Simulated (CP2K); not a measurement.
Runs of CP2K 2026.2 on Si. The structure is tetragonal, space group I4/mmm (No. 139). Conventional cell: a = 6.651 Å, b = 6.651 Å, c = 3.845 Å, α = 90.00°, β = 90.00°, γ = 90.00°. Si (site symmetry m2m) is surrounded by 4 Si at 2.34 to 2.38 Å. This isn't the form of Si at room conditions, which is diamond.

| task | level | potentials or basis | cell | k mesh | smearing | EPS_DEFAULT | k points reduced by the point group | NGRIDS | basis sets | potentials | gap on the mesh (eV) | pressure (GPa) | largest force (eV/Å) |
| --- | --- | --- | --- | --- | --- | --- | --- | --- | --- | --- | --- | --- | --- |
| band structure | r2SCAN | POTENTIAL_UZH Si GTH-SCAN-q4; TZVP-MOLOPT-SCAN-GTH basis | as given | 8 × 8 × 8 | fermi-dirac 0.0259 eV | 1.0E-9 | yes | 5 | Si TZVP-MOLOPT-SCAN-GTH-q4 | Si GTH-SCAN-q4 of POTENTIAL_UZH | (b) | -0.7 | 0.02 |
| band structure | SCAN | POTENTIAL_UZH Si GTH-SCAN-q4; TZVP-MOLOPT-SCAN-GTH basis | as given | 8 × 8 × 8 | fermi-dirac 0.1 eV | 1.0E-9 | yes | 4 | Si TZVP-MOLOPT-SCAN-GTH-q4 | Si GTH-SCAN-q4 of POTENTIAL_UZH | (a) | -1.3 | 0.03 |
| relaxation of cell and atoms | LDA | GTH_POTENTIALS Si GTH-PADE-q4; TZVP-MOLOPT-PBE-GTH basis | relaxed to -1 GPa | 6 × 6 × 6 | fermi-dirac 0.0259 eV | 1.0E-10 | - | 5 | Si TZVP-MOLOPT-PBE-GTH-q4 | Si GTH-PADE-q4 of GTH_POTENTIALS | 0.40 | -1.0 | 0.03 |
| band structure | TASK | POTENTIAL_UZH Si GTH-SCAN-q4; TZVP-MOLOPT-SCAN-GTH basis | as given | 8 × 8 × 8 | fermi-dirac 0.01 eV | 1.0E-9 | yes | 4 | Si TZVP-MOLOPT-SCAN-GTH-q4 | Si GTH-SCAN-q4 of POTENTIAL_UZH | 0.74 | 1.1 | 0.06 |
| band structure | TB-mBJ | POTENTIAL_UZH Si GTH-PBE-q4; TZVP-MOLOPT-PBE-GTH basis | as given | 8 × 8 × 8 | fermi-dirac 0.1 eV | 1.0E-10 | yes | 5 | Si TZVP-MOLOPT-PBE-GTH-q4 | Si GTH-PBE-q4 of POTENTIAL_UZH | 0.96 | - | - |

Alike in all rows: no spin polarisation.

Problem. Estimate the missing entries.

Solution. (a) 0.77; (b) 0.64.

Caveats: the basis of atomic orbitals isn't converged, which shifts pressures, moduli and gaps; the potentials were made for another functional, which shifts forces and pressure (some runs); this is a model potential without an energy functional, so only levels have meaning (some runs).

A k mesh can miss the band edges.
